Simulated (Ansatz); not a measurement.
## A series in volume per atom on AgCl

Results calculated with Ansatz 0.2.0, not measured. Periodic Kohn-Sham DFT of a crystal at fixed atoms; pressure and stress are positive in compression; the energy is the free energy less that of spherical unpolarised free atoms; site moments are those in the method's own spheres, positive along +z.

Cell of the first row (space group Pm-3m, No. 221):
```
cell vectors (Å)
   3.3639     0.0000     0.0000
   0.0000     3.3639     0.0000
   0.0000     0.0000     3.3639
atoms (fractions of the cell vectors)
Ag  0.00000  0.00000  0.00000
Cl  0.50000  0.50000  0.50000
```

Settings of every row: method all-electron LAPW; functional PBEsol; relativity scalar; k mesh 9x9x9; filling fermi-dirac; smearing width 0.01 eV; basis error target 1 meV/atom; nucleus gaussian.

Atom start moment: 0 on all atoms.

Limits: the cell comes from a prototype or a list of computed structures and needn't be the stable phase.

| row | volume per atom (Å³) | pressure (GPa) | energy less free atoms (eV/atom) |
| --- | --- | --- | --- |
| 1 | 19.032 | -1.745 | -2.8889 |
| 2 | 19.235 | -2.309 | -2.8863 |
| 3 | 19.437 | -2.834 | -2.883 |
| 4 | 19.842 | -3.777 | -2.8747 |
| 5 | 20.045 | -4.201 | -2.8696 |
| 6 | 20.247 | -4.595 | -2.8641 |
| 7 | 20.449 | -4.961 | -2.858 |
| 8 | 20.652 | -5.301 | -2.8515 |
| 9 | 21.057 | -5.909 | -2.8373 |
| 10 | 21.259 | -6.18 | -2.8297 |
| 11 | 21.462 | ? | ? |

Question: what pressure and energy less free atoms should row 11 give?

Worked fit of pressure. Take u = (V_r/V)^(2/3) − 1 with V_r = 20.146 Å³ an atom, which is twice the finite (Eulerian) strain; such expansions in the strain, on which the Birch-Murnaghan equation of state is built, carry the rest volume and the bulk modulus. The shown rows have u = 0.03865, 0.03133, 0.02417, 0.01019, 0.00336, -0.00333, -0.0099, -0.0164, -0.02905, -0.03521. Least squares give pressure = −4.402 + 58.781 × u + 246.11 × u² + 304 × u³ GPa; a parabola predicts inner rows, each left out in turn, worse (root mean square 0.0031 against 0.00079 GPa). The rows lie off it by 0.000, 0.000, -0.001, 0.000, 0.001, 0.000, -0.001, 0.000, 0.000, 0.000. The withheld row has u = -0.04131, so the fit gives −4.402 + 58.781 × (-0.04131) + 246.11 × (-0.04131)² + 304 × (-0.04131)³ = -6.432 GPa.

The calculation gave -6.431 GPa. The fit lies 0.001 GPa (0.021 % of the column's range) below it, one unit of the last digit. This row lies beyond the range of the fit.

Worked fit of energy less free atoms. Take u = (V_r/V)^(2/3) − 1 with V_r = 20.146 Å³ an atom, which is twice the finite (Eulerian) strain; such expansions in the strain, on which the Birch-Murnaghan equation of state is built, carry the rest volume and the bulk modulus. The shown rows have u = 0.03865, 0.03133, 0.02417, 0.01019, 0.00336, -0.00333, -0.0099, -0.0164, -0.02905, -0.03521. Least squares give energy less free atoms = −2.86689 − 0.8258 × u + 6.603 × u² eV/atom; a straight line predicts inner rows, each left out in turn, worse (root mean square 0.0032 against 6.1e-05 eV/atom). The rows lie off it by 0.0000, 0.0000, 0.0000, -0.0001, 0.0000, 0.0000, 0.0001, 0.0001, 0.0000, -0.0001. The withheld row has u = -0.04131, so the fit gives −2.86689 − 0.8258 × (-0.04131) + 6.603 × (-0.04131)² = -2.8215 eV/atom.

The calculation gave -2.8217 eV/atom. The fit lies 0.0002 eV/atom (0.3 % of the column's range) above it; its largest miss of a shown row is 0.0001 eV/atom. This row lies beyond the range of the fit.
